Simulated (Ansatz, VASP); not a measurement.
## C: VASP beside Ansatz

File POSCAR:

```
C
1.0
    2.5100000000      0.0000000000      0.0000000000
   -1.2550000000      2.1737237635      0.0000000000
    0.0000000000      0.0000000000      4.1600000000
C
4
Direct
    0.3333333333      0.6666666667      0.0697115400
    0.6666666667      0.3333333333      0.5697115400
    0.6666666667      0.3333333333      0.9302884600
    0.3333333333      0.6666666667      0.4302884600
```

INCAR.step1

```
SYSTEM = C
PREC = Accurate
ENCUT = 520
ISMEAR = 0
SIGMA = 0.01
LREAL = .False.
LASPH = .True.
NELM = 100
NBANDS = 16
GGA = PE
ALGO = Normal
EDIFF = 1E-4
LWAVE = .True.
LCHARG = .False.
```

File INCAR.step2:

```
SYSTEM = C
PREC = Accurate
ENCUT = 520
EDIFF = 1E-6
ISMEAR = 0
SIGMA = 0.01
LREAL = .False.
LASPH = .True.
NELM = 100
ALGO = Normal
ISIF = 2
LWAVE = .False.
LCHARG = .True.
METAGGA = R2SCAN
LMIXTAU = .True.
LELF = .True.
LVHAR = .True.
NBANDS = 16
ISTART = 1
```

Contents of KPOINTS:

```
regular mesh
0
Gamma
  12 12 8
  0 0 0
```

Input for Ansatz:

```yaml
crystal:
  lattice:
    - [2.51, 0.0, 0.0]
    - [-1.255, 2.1737237635, 0.0]
    - [0.0, 0.0, 4.16]
  atoms:
    - { symbol: C, position: [0.3333333333, 0.6666666667, 0.06971154] }
    - { symbol: C, position: [0.6666666667, 0.3333333333, 0.56971154] }
    - { symbol: C, position: [0.6666666667, 0.3333333333, 0.93028846] }
    - { symbol: C, position: [0.3333333333, 0.6666666667, 0.43028846] }
scf:
  occupations: { method: fixed }
output:
  forces: true
  stress: true
  eigenvalues: true
hamiltonian:
  xc: r2scan
kpoints:
  mp_grid: { grid: [12, 12, 8] }
basis:
  ecutwfc: 560
```

Alike in both runs: task single point; functional r2SCAN; k mesh 12 × 12 × 8; no spin polarisation.

```csv
,VASP,Ansatz
version,VASP 6.6.1,Ansatz 0.2.0
potentials or method,"VASP PAW PBE potentials, release 64 (C)","scalar-relativistic, plane waves, PAW"
plane-wave cutoff (eV),520,560
occupations,"gaussian, width 0.01 eV",fixed
valence electrons in the cell,16,16
```

```csv
,VASP,Ansatz,Ansatz less VASP
gap on the k mesh at the Fermi level (eV),2.24,2.27,+0.034
least direct gap on the mesh (eV),4.16,4.21,+0.043
pressure (GPa),0.1,-1.0,-1.14
largest component of the traceless stress (GPa),6.05,5.70,-0.354
rms of the force components (eV/Å),1.383,1.381,-0.0025
```

Atom by atom the forces differ by 0.003 eV/Å (rms over components).

Caveats: the PAW data sets were made with another functional, which shifts forces and pressure a little (VASP). A k mesh can miss the band edges.
